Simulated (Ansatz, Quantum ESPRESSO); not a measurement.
# Charging silicene, 2 layers, AB stacking, part 5 of 5

How does the Fermi level of silicene, 2 layers, AB stacking move as charge is added against a counter-electrode?

Quantum ESPRESSO 7.5; plane-wave DFT, PBE, GBRV ultrasoft pseudopotentials; geometry by Ansatz 0.2.0 with PAW datasets.

So far. Step 8 (Ground state: charge 0.0778 e): Gauss's law asks for a slope of 180.95 q/A = 1.113 eV/Å in the gap; the run gives 1.111. Step 10 (SCF with pw.x: between two electrodes with a field of …): The set field of 0.051 V/Å over 20.2 Å is a bias of 1.04 V; the two ends of the cell differ by 1.04 eV. The slope in the vacuum is 0.077 eV/Å in size, more than the set field, because the slab carries little of the drop.

**11. SCF with pw.x, with smearing = mp, degauss = 0.005 and nosym = True**

How much does a setting matter? One run is repeated with a change.

Input file q3.w0.in:

```
&control
  prefix = 'q3.w0'
  outdir = './out'
  pseudo_dir = './pseudo'
  calculation = 'scf'
  tprnfor = .true.
/
&system
  ibrav = 0
  nat = 4
  ntyp = 1
  ecutwfc = 40
  ecutrho = 200
  occupations = 'smearing'
  smearing = 'mp'
  degauss = 0.005
  assume_isolated = 'esm'
  esm_bc = 'bc3'
  tot_charge = 0.0195
  nosym = .true.
/
&electrons
  conv_thr = 1e-08
  mixing_beta = 0.4
  electron_maxstep = 120
  mixing_mode = 'local-TF'
/
ATOMIC_SPECIES
  Si  28.0850  si_pbe_v1.uspp.F.UPF
CELL_PARAMETERS angstrom
  3.82131214020053 0.00000000000000 0.00000000000000
  -1.91065607010027 3.30935338920354 -0.00000000000000
  0.00000000000000 -0.00000000000000 20.20000000000000
ATOMIC_POSITIONS crystal
  Si  0.666666666667 0.333333333333 0.051775717675
  Si  0.333333333333 0.666666666667 0.080765119038
  Si  -0.000000000000 -0.000000000000 0.216264703575
  Si  0.666666666667 0.333333333333 0.245253985295
K_POINTS automatic
  24 24 1 0 0 0
```

Started as:

```console
$ OMP_NUM_THREADS=1 mpirun -n 4 pw.x -nk 4 -in q3.w0.in > q3.w0.out
```

Output:

```text
[banner, memory and clock lines left out]
Program PWSCF v.7.5 starts
[citation notice left out]

[...]
bravais-lattice index     =            0
     lattice parameter (alat)  =       7.2212  a.u.
     unit-cell volume          =    1723.8665 (a.u.)^3
     number of atoms/cell      =            4
     number of atomic types    =            1
     number of electrons       =        15.98
     number of Kohn-Sham states=           12
     kinetic-energy cutoff     =      40.0000  Ry
     charge density cutoff     =     200.0000  Ry
     scf convergence threshold =      1.0E-08
     mixing beta               =       0.4000
     number of iterations used =            8  local-TF  mixing
     Exchange-correlation= SLA  PW   PBE  PBE
                           (   1   4   3   4   0   0   0)

     Effective Screening Medium Method
     Boundary Conditions: Vacuum-Slab-Metal
     total charge in unit cell        =   0.0195
     grid points for fit at edges     =        4

[...]
PseudoPot. # 1 for Si read from file:
     ./pseudo/si_pbe_v1.uspp.F.UPF
     Pseudo is Ultrasoft + core correction, Zval =  4.0
     Generated by new atomic code, or converted to UPF format
     Using radial grid of  899 points,  6 beta functions with:
                l(1) =   0
                l(2) =   0
                l(3) =   1
                l(4) =   1
                l(5) =   2
                l(6) =   2
     Q(r) pseudized with  8 coefficients,  rinner =    0.900   0.900   0.900
                                                       0.900   0.900

     atomic species   valence    mass     pseudopotential
     Si                4.00    28.08500     Si( 1.00)

     No symmetry found

[...]
number of k points=   290  Methfessel-Paxton smearing, width (Ry)=  0.0050

     Number of k-points >= 100: set verbosity='high' to print them.

     Dense  grid:    82251 G-vectors     FFT dimensions: (  36,  36, 180)

     Smooth grid:    58995 G-vectors     FFT dimensions: (  30,  30, 160)

     Initial potential from superposition of free atoms

     starting charge      15.9973, renormalised to      15.9805

     negative rho (up, down):  7.005E-04 0.000E+00
     Starting wfcs are   16 randomized atomic wfcs

     per-process dynamical memory:   151.1 Mb

     Self-consistent Calculation

     iteration #  1     ecut=    40.00 Ry     beta= 0.40
     Davidson diagonalization with overlap
     ethr =  1.00E-02,  avg # of iterations =  5.5

     Threshold (ethr) on eigenvalues was too large:
     Diagonalizing with lowered threshold

     Davidson diagonalization with overlap
     ethr =  3.12E-04,  avg # of iterations = 11.5

     negative rho (up, down):  2.637E-04 0.000E+00

     total energy              =     -38.20422513 Ry
     estimated scf accuracy    <       0.13656293 Ry

     iteration #  2     ecut=    40.00 Ry     beta= 0.40
[...]
negative rho (up, down):  5.452E-06 0.000E+00

[...]
total energy              =     -38.17979510 Ry
     estimated scf accuracy    <       0.08087836 Ry

     iteration #  3     ecut=    40.00 Ry     beta= 0.40
[...]
negative rho (up, down):  3.191E-07 0.000E+00

[...]
total energy              =     -38.18389070 Ry
     estimated scf accuracy    <       0.00998891 Ry

     iteration #  4     ecut=    40.00 Ry     beta= 0.40
[...]
c_bands:  1 eigenvalues not converged
[...]
negative rho (up, down):  4.139E-07 0.000E+00

[...]
total energy              =     -38.19239005 Ry
     estimated scf accuracy    <       0.00766336 Ry

     iteration #  5     ecut=    40.00 Ry     beta= 0.40
[...]
negative rho (up, down):  5.319E-08 0.000E+00

[...]
total energy              =     -38.18979071 Ry
     estimated scf accuracy    <       0.00901038 Ry

     iteration #  6     ecut=    40.00 Ry     beta= 0.40
[...]
negative rho (up, down):  2.591E-06 0.000E+00

[...]
total energy              =     -38.18729981 Ry
     estimated scf accuracy    <       0.00342271 Ry

[...]
iteration # 24     ecut=    40.00 Ry     beta= 0.40
[...]
c_bands:  1 eigenvalues not converged
[...]
negative rho (up, down):  8.987E-04 0.000E+00

[...]
total energy              =     -38.19015840 Ry
     estimated scf accuracy    <       0.00000101 Ry

     iteration # 25     ecut=    40.00 Ry     beta= 0.40
[...]
negative rho (up, down):  9.056E-04 0.000E+00

[...]
total energy              =     -38.19015643 Ry
     estimated scf accuracy    <       0.00000003 Ry

     iteration # 26     ecut=    40.00 Ry     beta= 0.40
[...]
c_bands:  1 eigenvalues not converged
     c_bands:  4 eigenvalues not converged
     c_bands:  3 eigenvalues not converged
[...]
negative rho (up, down):  9.157E-04 0.000E+00

[...]
total energy              =     -38.19015442 Ry
     estimated scf accuracy    <       0.00000003 Ry

     iteration # 27     ecut=    40.00 Ry     beta= 0.40
[...]
negative rho (up, down):  9.213E-04 0.000E+00

[...]
End of self-consistent calculation

     Number of k-points >= 100: set verbosity='high' to print the bands.

     the Fermi energy is    -5.7611 ev

!    total energy              =     -38.19015332 Ry
     estimated scf accuracy    <          5.0E-09 Ry
     smearing contrib. (-TS)   =       0.00001045 Ry
     internal energy E=F+TS    =     -38.19016376 Ry

     The total energy is F=E-TS. E is the sum of the following terms:
     one-electron contribution =   -1624.01680797 Ry
     hartree contribution      =     812.28833093 Ry
     xc contribution           =     -16.97301944 Ry
     ewald contribution        =     790.51133271 Ry

     convergence has been achieved in  27 iterations

     negative rho (up, down):  9.213E-04 0.000E+00

     Forces acting on atoms (cartesian axes, Ry/au):

     atom    1 type  1   force =    -0.00000020    0.00000019   -0.00331634
     atom    2 type  1   force =     0.00000015   -0.00000009   -0.00361896
     atom    3 type  1   force =    -0.00000015    0.00000010    0.00384421
     atom    4 type  1   force =     0.00000020   -0.00000019    0.00320810

     Total force =     0.007012     Total SCF correction =     0.000068

[...]
```

Wall time 6.3 min (4 MPI ranks of Arm Neoverse V2, shared host); peak memory 0.91 GiB.

Beside the run it was changed from:

| quantity | this run | unchanged run | difference |
| --- | --- | --- | --- |
| vacuum line at the upper end of the cell, over the Fermi level (eV) | 5.761 | 5.763 | -0.0023 |
| vacuum line at the lower end of the cell, over the Fermi level (eV) | 4.706 | 4.706 | -5.7e-5 |
| wall time (s) | 379 | 120 |  |
| SCF iterations | 27 | 29 |  |

This run starts from superposed atoms, the unchanged one from a saved density, so their iteration counts don't compare.

Levels move by up to 2 meV, which is small.

**12. A check by hand**

Between the smallest and the largest positive charge, Δq = 0.0583 e on A = 12.646 Å² and ΔV = 3.298 V. C = Δq/(A ΔV) = 1.3980e-03 e/(V Å²) = 2.24 µF/cm² (1 e/Å² = 1602 µC/cm²). A plate capacitor with that value has a gap of ε₀/C = 8.854/2.24 = 3.95 Å.

**13. What came out**

```json
{
  "mean capacitance": "2.27 μF/cm²",
  "effective gap ε₀/C": "3.90 Å",
  "top atoms to the electrode": "5.15 Å",
  "work function of the neutral slab (potential of zero charge against vacuum)": "4.68 eV"
}
```

**Reading.** Across 5.1 Å of vacuum the capacitance comes to 2.27 μF/cm² (PBE, GBRV ultrasoft). The effective gap is 1.25 Å shorter than the distance from the top atoms, because the added charge sits in front of them, which here outweighs the slab's own density of states in series. The far face's work function moves by 0.16 eV over the series, the shift of the Fermi level through the slab's own bands. The differential capacitance goes from 2.34 µF/cm² on the electron side to 2.23 µF/cm² on the hole side. The ions are fixed at the PBE-D3(BJ) geometry, so no force or energy of the charged cells enters. The mesh and the smearing resolve small carrier pockets only roughly.

[Logs are printed without paths, hosts, clocks, repeated set-up lines and the standing remarks that a program may print on its own settings, such as how far it seeks lower states.]

[Hosts, paths, dates, database ids (printed as entryN), source tags and the programs' standing remarks are cut or masked in the printed files.]

[Maps of the electrostatic potential energy from Ansatz leave out the sawtooth potential of an applied field or a dipole correction, so their vacuum need not be flat; planar profiles and work functions include it.]
